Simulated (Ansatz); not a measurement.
Starting cell, LiI (rock salt):

```
LiI
1.0
    0.00000     6.01904     6.01904
    3.00952     0.00000     3.00952
    3.00952     3.00952     0.00000
I Li
2 2
Direct
  0.00000   0.00000   0.00000
  0.50000   0.00000   0.00000
  0.25000   0.50000   0.50000
  0.75000   0.50000   0.50000
```

A phonon eigenvector at L = (0.5, 0.0, 0.0) is frozen into this cell: atom i moves by Q times the vector below, so Q is the largest atomic displacement, in Å. The cell is held. It is one choice among 2 degenerate patterns. (q is in reciprocal vectors of the primitive cell; the cell shown is doubled to hold the pattern.)

| atom | x | y | z |
|---|---|---|---|
| I1 | 0.285 | -0.520 | 0.805 |
| I2 | -0.285 | 0.520 | -0.805 |

Atoms not listed stay in place.

Calculation: PBE (plane waves to 420 eV, PAW, scalar-relativistic; Ansatz, an electronic-structure program). k mesh 5×10×10 (Γ-centred), Fermi-Dirac smearing 0.05 eV. Energies are smeared free energies. LiI was relaxed with its symmetry unable to fall. Spin-orbit coupling is left out, though I is heavy. The zero of ΔE is the undisplaced structure.

```json
[
 {"Q (Å)": "-0.280", "ΔE (meV/cell)": "72.4"},
 {"Q (Å)": "-0.187", "ΔE (meV/cell)": "31.2"},
 {"Q (Å)": "-0.093", "ΔE (meV/cell)": "7.6"},
 {"Q (Å)": "0.000", "ΔE (meV/cell)": "0.0"},
 {"Q (Å)": "0.093", "ΔE (meV/cell)": "7.6"},
 {"Q (Å)": "0.187", "ΔE (meV/cell)": "31.2"},
 {"Q (Å)": "0.280", "ΔE (meV/cell)": "72.4"}
]
```

### Question
Which DFPT wavenumber at L = (0.5, 0.0, 0.0) belongs to this mode?
(A) 43 cm⁻¹
(B) 154 cm⁻¹
(C) 298 cm⁻¹
(D) 88 cm⁻¹

### Answer
A, 43 cm⁻¹. The curvature of the scan gives 43 cm⁻¹

(A displaced cell: forces are minus the slopes of the energy, force constants its curvatures, and phonons follow from these.)
